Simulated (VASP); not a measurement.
# Sn (I4_1/amd) in VASP: settings compared, part 4 of 4

VASP 6.6.1.

### 7 Electric field gradients, PBEsol

The input, INCAR:

```
SYSTEM = Sn
ALGO     = Normal         ! electronic algorithm
EDIFF    = 1E-7           ! SCF threshold, eV
ENCUT    = 200            ! plane-wave cutoff, eV
GGA      = PS             ! functional
ISIF     = 2              ! what is computed and relaxed
ISMEAR   = -1             ! smearing method
LASPH    = .True.         ! aspherical terms in the spheres
LCHARG   = .False.        ! write CHGCAR
LEFG     = .True.       
LREAL    = .False.        ! projectors in reciprocal space
LWAVE    = .False.        ! write WAVECAR
NELM     = 100            ! most SCF steps
PREC     = Accurate       ! precision mode
SIGMA    = 0.05           ! smearing width, eV
```

The input, KPOINTS:

```
k-points
0
Gamma
  12 12 12
  0 0 0
```

The input, POSCAR:

```
Sn
1.0
   -2.9196440750      2.9196440750      1.5938000000
    2.9196440750     -2.9196440750      1.5938000000
    2.9196440750      2.9196440750     -1.5938000000
Sn
2
Direct
    0.0000000000      0.0000000000      0.0000000000
    0.7500000000      0.2500000000      0.5000000000
```

Potentials or basis: VASP PAW PBE potentials, release 64 (Sn_d).

Run with:

```bash
$ cat potpaw_PBE.64/Sn_d/POTCAR > POTCAR
$ mpirun -np 1 vasp_std > vasp.out
```

OUTCAR:

```text
SYSTEM = Sn
   EDIFF = 1E-7
   ENCUT = 200
   GGA = PS
   ISIF = 2
   ISMEAR = -1
   LASPH = .True.
   LREAL = .False.
   NELM = 100
   PREC = Accurate

 ion  position               nearest neighbor table
   1  0.000  0.000  0.000-   2 3.03   2 3.03   2 3.03   2 3.03
   2  0.750  0.250  0.500-   1 3.03   1 3.03   1 3.03   1 3.03

  LATTYP: Found a body centered tetragonal cell.
 ALAT       =     5.8392881500
 C/A-ratio  =     0.5458884573

  Lattice vectors:

 A1 = (  -2.9196440750,   2.9196440750,   1.5938000000)
 A2 = (   2.9196440750,  -2.9196440750,   1.5938000000)
[... 719 lines left out ...]
  free  energy   TOTEN  =        -8.3235599539 eV

  energy  without entropy=       -8.3157737581  energy(sigma->0) =       -8.31966686

 Electric field gradients (V/A^2)
---------------------------------------------------------------------
 ion       V_xx      V_yy      V_zz      V_xy      V_xz      V_yz
---------------------------------------------------------------------
   1     -19.897   -19.897    39.795     0.006     0.002     0.002
   2     -19.897   -19.897    39.795     0.006     0.002     0.002
---------------------------------------------------------------------

 Electric field gradients after diagonalization (V/A^2)
 (convention: |V_zz| > |V_xx| > |V_yy|)
----------------------------------------------------------------------
 ion       V_xx      V_yy      V_zz     asymmetry (V_yy - V_xx)/ V_zz
----------------------------------------------------------------------
   1     -19.903   -19.892    39.795       0.000
   2     -19.903   -19.892    39.795       0.000
----------------------------------------------------------------------

           NMR quadrupolar parameters

 Cq : quadrupolar parameter    Cq=e*Q*V_zz/h
 eta: asymmetry parameters     (V_yy - V_xx)/ V_zz
 Q  : nuclear electric quadrupole moment in mb (millibarn)
----------------------------------------------------------------------
 ion       Cq(MHz)       eta       Q (mb)
----------------------------------------------------------------------
   1       0.096       0.000       1.000
   2       0.096       0.000       1.000
----------------------------------------------------------------------
```

stdout:

```text
POSCAR found type information on POSCAR Sn
 POSCAR found :  1 types and       2 ions
 scaLAPACK will be used
 -----------------------------------------------------------------------------
|                                                                             |
|                                                                             |
|     You enforced a specific xc type in the INCAR file but a different       |
|     I HOPE YOU KNOW WHAT YOU ARE DOING!                                     |
|                                                                             |
 -----------------------------------------------------------------------------

 LDA part: xc-table for (Slater+PW92), standard interpolation
 POSCAR, INCAR and KPOINTS ok, starting setup
 FFT: planning ... GRIDC
 FFT: planning ... GRID_SOFT
 FFT: planning ... GRID
 WAVECAR not read
 entering main loop
ion   1

ion   2
```

Wall time 20 s (1 thread of Intel Xeon Platinum 8488C (Sapphire Rapids), shared host); peak memory 0.14 GiB.

The run converged, but a check on its numbers failed (symmetry, net force, bounds or a known fault of this set-up), so they aren't taken as properties of the crystal.

Caveat: the cutoff lies under the usual one of these potentials, so the numbers hold a large basis-set error; the PAW data sets were made with another functional, which shifts forces and pressure a little.

### 8 Overview

| level | potentials or basis | k mesh | cutoff (eV) | mesh quality | gap on the mesh (eV) | pressure (GPa) |
| --- | --- | --- | --- | --- | --- | --- |
| PBEsol | VASP PAW PBE potentials, release 64 (Sn_d) | 12 × 12 × 12 | 520 | not flagged | none | -0.7 |
| LDA | VASP PAW LDA potentials, release 64 (Sn_d) | 4 × 4 × 4 | 300 | coarse | none | -2.6 |
| PBEsol | VASP PAW PBE potentials, release 64 (Sn_d) | 4 × 4 × 4 | 520 | coarse | none | -0.8 |
| PBEsol | VASP PAW PBE potentials, release 64 (Sn_d) | 12 × 12 × 12 | 300 | not flagged | none | -1.1 |
| LDA | VASP PAW LDA potentials, release 64 (Sn_d) | 12 × 12 × 12 | 520 | not flagged | none | -2.1 |

Alike in all rows: task electric field gradients; no spin polarisation; cell as given; smearing fermi-dirac 0.05 eV.

Caveats: some runs use coarse meshes; the PAW data sets were made with another functional, which shifts forces and pressure a little (some runs).

Absolute energies hang on the potentials; compare differences alone.
